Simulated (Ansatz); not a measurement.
HgS (zincblende), relaxed with r2SCAN, was run in Ansatz under altered settings. All numbers are computed, without spin polarisation but where a row says otherwise.

```
Hg S
1.0
     0.00000    2.96544    2.96544
     2.96544    0.00000    2.96544
     2.96544    2.96544    0.00000
Hg S
1 1
Direct
  0.00000 0.00000 0.00000
  0.25000 0.25000 0.25000
```

The base run's other keys:
```yaml
kpoints:
  mp_grid: { grid: [4, 4, 4] }
hamiltonian:
  xc: hse06
  pseudopotentials: { azcp: { folder: soft_1 } }
scf:
  occupations: { method: fermi_dirac, width: 0.02 }
  n_extra_bands: 4
```

It takes 17 iterations with 965 plane waves at 420 eV and 8 k points, and leaves a mean stress of -0.09 GPa. The gap over this mesh is 0.386 eV. It ran on 4 threads of Arm Neoverse N1, on a shared host.

Outcomes, with energy and stress as changes against the base:

| setting | outcome | ΔF (meV/atom) | Δ mean stress (GPa) | gap on the mesh (eV) | iterations | wall time |
| --- | --- | --- | --- | --- | --- | --- |
| hamiltonian.xc: wpbeh | converged | – | +0.3 | 0.321 | 18 | 10 s |
| PBE hybrid, exx coeff 0.1, omega 0.3 1/Å | converged, warned | – | +1.3 | none | 16 | 8.9 s |
| PBE hybrid, exx coeff 1.0, omega 0.3 1/Å | converged | – | -3.4 | 2.910 | 29 | 13 s |
| scf.exx.ecutfock_ratio: 4 | converged | 0.0 | 0.0 | 0.386 | 17 | 9.8 s |
| basis.xc_grid: 3 | converged | 0.0 | 0.0 | 0.386 | 17 | 9.8 s |

A dash marks a value that wasn't obtained or can't be compared. Stress is positive in compression. The base took 10 s.

- hamiltonian.xc: wpbeh. The mean stress moves by +0.3 GPa and the gap on the mesh by -0.065 eV (to 0.321). It's another functional on the same cell, so totals aren't comparable.
- PBE hybrid, exx coeff 0.1, omega 0.3 1/Å. That is 10 % exact exchange, screened with ω = 0.3 1/Å, against HSE06's 25 % screened at 0.208 1/Å. The mean stress moves by +1.3 GPa and the gap on the mesh by -0.386 eV (no gap is left). Totals of different functionals aren't comparable. Warned: filled band counts differ across k points.
- PBE hybrid, exx coeff 1.0, omega 0.3 1/Å. That is 100 % exact exchange, screened with ω = 0.3 1/Å, against HSE06's 25 % screened at 0.208 1/Å. The mean stress moves by -3.4 GPa and the gap on the mesh by +2.525 eV (to 2.910). Totals of different functionals aren't comparable.

Within 1 meV an atom, 0.1 GPa and 0.005 eV of the base stay: scf.exx.ecutfock_ratio: 4; basis.xc_grid: 3.

Spin-orbit coupling is left out; in compounds of Pb, Bi, Tl or Hg it can lower a gap by up to about 1 eV, split its edges or invert the bands.

The program warns that its thresholds are loose for a hybrid's stress.

Gaps or overlaps of about a tenth of an eV are at the limit of these meshes: between the points read a gap can be smaller or closed.

The meshes of the hybrids are coarse, so their gaps aren't converged to the digits shown.

The PAW potentials are those of the set soft_1; totals can't be set beside those of other sets.
